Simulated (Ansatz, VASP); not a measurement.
CaO: VASP beside Ansatz

```
Ca O
1.0
     3.99198    0.00000    0.00000
    -1.99599    3.45715    0.00000
     0.00000    0.00000    4.78484
Ca O
2 2
Cartesian
  0.0000 2.3048 3.5886
  1.9960 1.1524 1.1962
  0.0000 2.3048 1.1962
  1.9960 1.1524 3.5886
```

The cell comes from a database or a generator and needn't be the stable form of this composition.

Alike in both runs: task relaxation of cell and atoms; functional PBEsol; k mesh 9 × 9 × 6; occupations gaussian, width 0.02 eV; no spin polarisation.

|  | VASP | Ansatz |
| --- | --- | --- |
| version | VASP 6.6.1 | Ansatz 0.2.0 |
| potentials or method | VASP PAW PBE potentials, release 64 (Ca_sv, O) | scalar-relativistic, plane waves, PAW |
| plane-wave cutoff (eV) | 600 | 420 |
| valence electrons in the cell | 32 | 32 |

VASP gave:

| Quantity | Value |
| --- | --- |
| gap on the k mesh at the Fermi level, each at its own relaxed structure (eV) | 3.11 |
| relaxed volume (Å³/atom) | 16.15 |
| relaxed cell length with the largest relative difference (Å) | 4.751 |
| energy change over the relaxation (meV/atom) | -2 |

Task: Estimate Ansatz's values.

Result: gap on the k mesh at the Fermi level, each at its own relaxed structure (eV): 3.14; relaxed volume (Å³/atom): 16.07; relaxed cell length with the largest relative difference (Å): 4.743; energy change over the relaxation (meV/atom): -3.

Caveats: the PAW data sets were made with another functional, which shifts forces and pressure a little (VASP); an odd mesh through Γ misses points on the zone boundary, where band edges often lie. Expect the measured gap to be larger: semilocal functionals such as PBEsol lack the derivative discontinuity.
